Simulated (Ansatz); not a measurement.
BaTe: moving Te off its site

BaTe, Fm-3m, a = 6.820 Å (as given, not relaxed at this level: 3.8 GPa). Ansatz: PBE, PAW, 420 eV, Γ-centred 8×8×8 mesh on 2 atoms, Gaussian smearing 0.05 eV; no spin polarisation.

```
CELL_PARAMETERS angstrom
0.00000 3.41000 3.41000
3.41000 0.00000 3.41000
3.41000 3.41000 0.00000
ATOMIC_POSITIONS crystal
Ba 0.00000 0.00000 0.00000
Te 0.50000 0.50000 0.50000
```

Atom 2 (Te) moves by x along the unit vector (0.000, 0.000, -1.000), with its periodic images; all else is held. y is the free energy of the cell over the start, F the force along the path summed over the moved atoms. Symmetry makes y even in x.

| x (Å) | y (meV) | F (eV/Å) |
| --- | --- | --- |
| -0.200 | 61.9 | 0.65 |
| -0.100 | 14.8 | 0.30 |
| 0.000 | 0.0 | 0.00 |
| 0.050 | 3.7 | -0.15 |
| 0.075 | 8.3 | -0.22 |
| 0.125 | 23.4 | -0.38 |
| 0.150 | 34.0 | -0.47 |
| 0.175 | ? | ? |

Task: Fit y = c2 x² + c4 x⁴ to the energies of the other rows, give the force constant, and predict energy and force of the missing row.

Result: Least squares on the rows shown. y = 1463 x² + 2102 x⁴. The force constant is 2 c2 = 2.93 eV/Å², for the cell as given, at 3.8 GPa (for all images moving together, not for a lone atom). With two atoms in a cubic cell this is the optical mode at Γ without the LO field: ω = 521.5 √(2 c2/μ) = 110 cm⁻¹ for μ = 66.14 u. The force −dy/dx at the missing row is -0.56 eV/Å (computed -0.56). At x = 0.175 the fit asked for gives 46.8 meV. The run gave 46.8 meV, the same to the digits shown.